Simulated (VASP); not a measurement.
# A VASP 6.6.1 relaxation on SnTe

INCAR

```
LREAL = .FALSE.
ISMEAR = -1
NELM = 120
LCHARG = .FALSE.
LASPH = .TRUE.
PREC = Accurate
EDIFFG = -5E-3
IBRION = 2
NBANDS = 17
GGA = CA
NSW = 40
LWAVE = .FALSE.
ENCUT = 600
SIGMA = 0.02
ISIF = 3
ALGO = Conjugate
EDIFF = 1E-7
```

KPOINTS

```
KPOINTS created by Atomic Simulation Environment
0
Monkhorst-Pack
6 6 6
0 0 0
```

POSCAR

```
Sn Te
 1.0000000000000000
    -0.0000000000000000    3.2053449931371869    3.2053449931371869
     3.2053449931371869    0.0000000000000000    3.2053449931371869
     3.2053449931371869    3.2053449931371869   -0.0000000000000000
 Sn  Te
   1   1
Cartesian
  0.0000000000000000  0.0000000000000000  0.0000000000000000
  3.2053449931371869  3.2053449931371869  3.2053449931371869
```

The recommended LDA PAW datasets give the neutral cell 20 valence electrons.

Command

```
mpirun -np 1 vasp_std
```

OSZICAR

```
N       E                     dE             d eps       ncg     rms           ort
DAV:   1     0.133197124057E+03    0.13320E+03   -0.10301E+04   476   0.168E+03
DAV:   2     0.417673683939E+01   -0.12902E+03   -0.12596E+03   476   0.357E+02
DAV:   3    -0.845787205618E+01   -0.12635E+02   -0.12484E+02   476   0.952E+01
DAV:   4    -0.883837990979E+01   -0.38051E+00   -0.38018E+00   476   0.167E+01
DAV:   5    -0.885377451196E+01   -0.15395E-01   -0.15394E-01   476   0.337E+00
SDA:   6    -0.865704295094E+01    0.19673E+00   -0.15394E-01   476   0.441E+00   0.000E+00
CGA:   7    -0.874763415039E+01   -0.90591E-01   -0.90616E-01   476   0.118E+00  -0.231E-02
CGA:   8    -0.876863182110E+01   -0.20998E-01   -0.20984E-01   476   0.125E-01  -0.241E-03
CGA:   9    -0.877313723150E+01   -0.45054E-02   -0.45061E-02   476   0.271E-02  -0.357E-05
CGA:  10    -0.877373586631E+01   -0.59863E-03   -0.59863E-03   476   0.775E-03   0.564E-07
...
CGA:   3    -0.883092797992E+01   -0.76508E-02   -0.76545E-02   476   0.655E-02  -0.211E-04
CGA:   4    -0.883323484273E+01   -0.23069E-02   -0.23076E-02   476   0.176E-02  -0.973E-05
CGA:   5    -0.883369393826E+01   -0.45910E-03   -0.45891E-03   476   0.491E-03  -0.119E-05
CGA:   6    -0.883382157365E+01   -0.12764E-03   -0.12763E-03   476   0.858E-04  -0.302E-07
CGA:   7    -0.883385025712E+01   -0.28683E-04   -0.28684E-04   476   0.130E-04  -0.136E-07
CGA:   8    -0.883385525743E+01   -0.50003E-05   -0.49994E-05   476   0.236E-05   0.264E-08
CGA:   9    -0.883385614895E+01   -0.89151E-06   -0.89201E-06   476   0.496E-06   0.317E-09
CGA:  10    -0.883385636224E+01   -0.21329E-06   -0.21418E-06   476   0.169E-06  -0.189E-08
CGA:  11    -0.883385642111E+01   -0.58869E-07   -0.58660E-07   476   0.605E-07   0.655E-09
   3 F= -.88338564E+01 E0= -.88338564E+01  d E =-.599019E-01
```

From OUTCAR

```
k-points           NKPTS =     28   k-points in BZ     NKDIM =     28   number of bands    NBANDS=     17

   NELECT =      20.0000    total number of electrons

   dimension x,y,z NGX =    36 NGY =   36 NGZ =   36
   dimension x,y,z NGXF=    72 NGYF=   72 NGZF=   72

  energy-cutoff  :      600.00
  volume of cell :       60.67
      direct lattice vectors                 reciprocal lattice vectors
     0.000000000  3.118742172  3.118742172    -0.160321044  0.160321044  0.160321044
     3.118742172  0.000000000  3.118742172     0.160321044 -0.160321044  0.160321044
     3.118742172  3.118742172  0.000000000     0.160321044  0.160321044 -0.160321044

 k-points in reciprocal lattice and weights: KPOINTS created by Atomic Simulation Env
   0.08333333  0.08333333  0.08333333       0.009
   0.25000000  0.08333333  0.08333333       0.028
   0.41666667  0.08333333  0.08333333       0.028
  -0.41666667  0.08333333  0.08333333       0.028
  -0.25000000  0.08333333  0.08333333       0.028
  -0.08333333  0.08333333  0.08333333       0.028
   0.25000000  0.25000000  0.08333333       0.028
   0.41666667  0.25000000  0.08333333       0.056
   ...

 E-fermi :   7.1023

 k-point     1 :       0.0833    0.0833    0.0833
  band No.  band energies     occupation
      1     -14.6720      2.00000
      2     -14.6720      2.00000
      3     -14.6606      2.00000
      4     -14.6603      2.00000
      5     -14.6603      2.00000
      6      -5.8591      2.00000
      7       2.0792      2.00000
      8       4.9333      2.00000
      9       4.9333      2.00000
     10       5.2052      2.00000
     11      10.1310      0.00000
     12      10.1310      0.00000
     13      10.1487      0.00000
     14      11.7835      0.00000
     15      12.0034      0.00000
     16      12.0034      0.00000
     17      14.4900      0.00000

 k-point     2 :       0.2500    0.0833    0.0833
  band No.  band energies     occupation
      1     -14.6745      2.00000
      2     -14.6728      2.00000
      3     -14.6602      2.00000
      4     -14.6585      2.00000
      5     -14.6574      2.00000
      6      -5.5422      2.00000
      7       0.8666      2.00000
      8       4.3918      2.00000
      9       5.2743      2.00000
     10       6.2286      2.00000
     11       8.5785      0.00000
     12       8.5909      0.00000
     13      10.2632      0.00000
     14      11.7897      0.00000
     15      12.3614      0.00000
     16      13.4037      0.00000
     17      15.1214      0.00000

 k-point     3 :       0.4167    0.0833    0.0833
  band No.  band energies     occupation
      1     -14.6771      2.00000
      2     -14.6764      2.00000
      3     -14.6590      2.00000
      4     -14.6546      2.00000
      5     -14.6540      2.00000
      6      -4.8807      2.00000
      7      -0.7261      2.00000
      8       4.3494      2.00000
      9       5.3767      2.00000
     10       6.8293      2.00000
     11       7.3722      0.00000
     12       7.5917      0.00000
     13       9.3087      0.00000
     14      12.9770      0.00000
     15      13.8147      0.00000
     16      15.4041      0.00000
     17      16.9435      0.00000

 ...

  Total        0.0028378      0.0028378      0.0028378     -0.0000000     -0.0000000      0.0000000
  in kB        0.0749418      0.0749418      0.0749418     -0.0000000     -0.0000000      0.0000000
  external PRESSURE =       0.0749418 kB  Pullay stress =       0.0000000 kB

 POSITION                                       TOTAL-FORCE (eV/Angst)
 -----------------------------------------------------------------------------------
      0.00000      0.00000      0.00000         0.000000     -0.000000     -0.000000
      3.11874      3.11874      3.11874        -0.000000      0.000000      0.000000
 -----------------------------------------------------------------------------------
    total drift:                               -0.000000      0.000000      0.000000

  FREE ENERGIE OF THE ION-ELECTRON SYSTEM (eV)
  ---------------------------------------------------
  free  energy   TOTEN  =        -8.8338564211 eV

  energy  without entropy=       -8.8338563762  energy(sigma->0) =       -8.83385640
```

```json
{"ionic step": "1", "ΔE (meV/atom)": "0.0", "volume (Å³)": "65.86", "largest force (eV/Å)": "0.000", "pressure (GPa)": "-3.44", "electronic steps": "17"}
{"ionic step": "2", "ΔE (meV/atom)": "-27.6", "volume (Å³)": "59.35", "largest force (eV/Å)": "0.000", "pressure (GPa)": "1.16", "electronic steps": "14"}
{"ionic step": "3", "ΔE (meV/atom)": "-30.0", "volume (Å³)": "60.67", "largest force (eV/Å)": "0.000", "pressure (GPa)": "0.01", "electronic steps": "11"}
```

It converged. Results: relaxed cell vector lengths 4.411, 4.411, 4.411 Å; relaxed cell volume 60.67 Å³.

The shifted mesh misses Γ, so a band edge there is missed.

For comparison, a separate LDA relaxation on usual settings, not on those above, ends at 60.68 Å³.

The run above took about 36 s on one core of a shared host (Intel Xeon 6975P-C) and held 0.23 GiB at most.
